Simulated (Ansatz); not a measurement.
(001) slab cut from the bulk of Si, P6_3/mmc (No. 194); the slab's formula is Si:

```yaml
crystal:
  lattice:
    - [3.83191, 0.00000, 0.00000]
    - [-1.91595, 3.31853, 0.00000]
    - [0.00000, 0.00000, 28.48386]
  atoms:
    - { symbol: Si, position: [0.33333, 0.66667, 0.26331] }
    - { symbol: Si, position: [0.66667, 0.33333, 0.29140] }
    - { symbol: Si, position: [0.66667, 0.33333, 0.37463] }
    - { symbol: Si, position: [0.33333, 0.66667, 0.40272] }
    - { symbol: Si, position: [0.33333, 0.66667, 0.48595] }
    - { symbol: Si, position: [0.66667, 0.33333, 0.51405] }
    - { symbol: Si, position: [0.66667, 0.33333, 0.59728] }
    - { symbol: Si, position: [0.33333, 0.66667, 0.62537] }
    - { symbol: Si, position: [0.33333, 0.66667, 0.70860] }
    - { symbol: Si, position: [0.66667, 0.33333, 0.73669] }
```

Theory: DFT r2SCAN, scalar-relativistic, plane waves, PAW (Ansatz). Plane waves to 500 eV, a k mesh through Γ of 9×9×1 on the computed 10-atom cell and Gaussian smearing (0.05 eV); no spin polarisation. A dipole correction removes the field between periodic images along c.

Q: What forces act on the atoms?

A:
```
atom Fx (eV/Å) Fy (eV/Å) Fz (eV/Å)
 Si1      0.000      0.000      0.689
 Si2      0.000      0.000     -0.830
 Si3      0.000      0.000      0.247
 Si4      0.000      0.000     -0.131
 Si5      0.000      0.000      0.004
 Si6      0.000      0.000     -0.004
 Si7      0.000      0.000      0.131
 Si8      0.000      0.000     -0.247
 Si9      0.000      0.000      0.830
Si10      0.000      0.000     -0.689
```

The reference crystal is a form of Si, which isn't its usual structure.

Cost: 1 run of about 1.3 core-minutes, on AMD EPYC (Zen 3) (shared hosts).